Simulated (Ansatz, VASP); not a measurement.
## BN in VASP and in Ansatz

Contents of INCAR:

```
SYSTEM = BN
ALGO     = Normal         ! electronic algorithm
EDIFF    = 1E-7           ! SCF threshold, eV
ENCUT    = 520            ! plane-wave cutoff, eV
GGA      = PE             ! functional
ISIF     = 2              ! what is computed and relaxed
ISMEAR   = 0              ! smearing method
LASPH    = .True.         ! aspherical terms in the spheres
LCHARG   = .False.        ! write CHGCAR
LREAL    = .False.        ! projectors in reciprocal space
LWAVE    = .False.        ! write WAVECAR
NBANDS   = 16             ! bands
NELM     = 60             ! most SCF steps
PREC     = Accurate       ! precision mode
SIGMA    = 0.05           ! smearing width, eV
```

The input KPOINTS:

```
k-points
0
Gamma
  12 12 6
  0 0 0
```

File POSCAR:

```
BN
1.0
    2.5545800960      0.0000000000      0.0000000000
   -1.2772900480      2.2123312591      0.0000000000
    0.0000000000      0.0000000000      4.2245145352
B N
2 2
Direct
    0.6228000294      0.3333333333      0.9998058547
    0.3771999706      0.6666666667      0.4998058547
    0.7136411186      0.3333333333      0.6251941453
    0.2863588814      0.6666666667      0.1251941453
```

Input for Ansatz:

```yaml
crystal:
  lattice:
    - [2.554580096, 0.0, 0.0]
    - [-1.277290048, 2.2123312591, 0.0]
    - [0.0, 0.0, 4.2245145352]
  atoms:
    - { symbol: B, position: [0.6228000294, 0.3333333333, 0.9998058547] }
    - { symbol: B, position: [0.3771999706, 0.6666666667, 0.4998058547] }
    - { symbol: "N", position: [0.7136411186, 0.3333333333, 0.6251941453] }
    - { symbol: "N", position: [0.2863588814, 0.6666666667, 0.1251941453] }
basis:
  ecutwfc: 420
kpoints:
  mp_grid: { grid: [12, 12, 6] }
hamiltonian:
  xc: pbe
scf:
  occupations: { method: gaussian, width: 0.05 }
output:
  forces: true
  stress: true
  eigenvalues: true
```

Change from the starting cell: mode 4 (471.6 1/cm) frozen in, largest displacement -0.120 Å.

Alike in both runs: task single point; functional PBE; k mesh 12 × 12 × 6; occupations gaussian, width 0.05 eV; no spin polarisation.

|  | VASP | Ansatz |
| --- | --- | --- |
| version | VASP 6.6.1 | Ansatz 0.2.0 |
| potentials or method | VASP PAW PBE potentials, release 64 (B, N) | scalar-relativistic, plane waves, PAW |
| plane-wave cutoff (eV) | 520 | 420 |
| valence electrons in the cell | 16 | 16 |

VASP gave:

* gap on the k mesh at the Fermi level (eV): 4.96
* least direct gap on the mesh (eV): 7.88
* pressure (GPa): -0.2
* largest component of the traceless stress (GPa): 4.24
* rms of the force components (eV/Å): 0.696

Task: Estimate Ansatz's values.

Result: gap on the k mesh at the Fermi level (eV): 4.97; least direct gap on the mesh (eV): 7.89; pressure (GPa): -0.4; largest component of the traceless stress (GPa): 4.25; rms of the force components (eV/Å): 0.696.

Atom by atom the forces differ by 0.002 eV/Å (rms over components).

Caveats: forces of over 1 eV/Å show positions far from the minimum, so gaps and moduli don't describe the material at rest. A k mesh can miss the band edges.
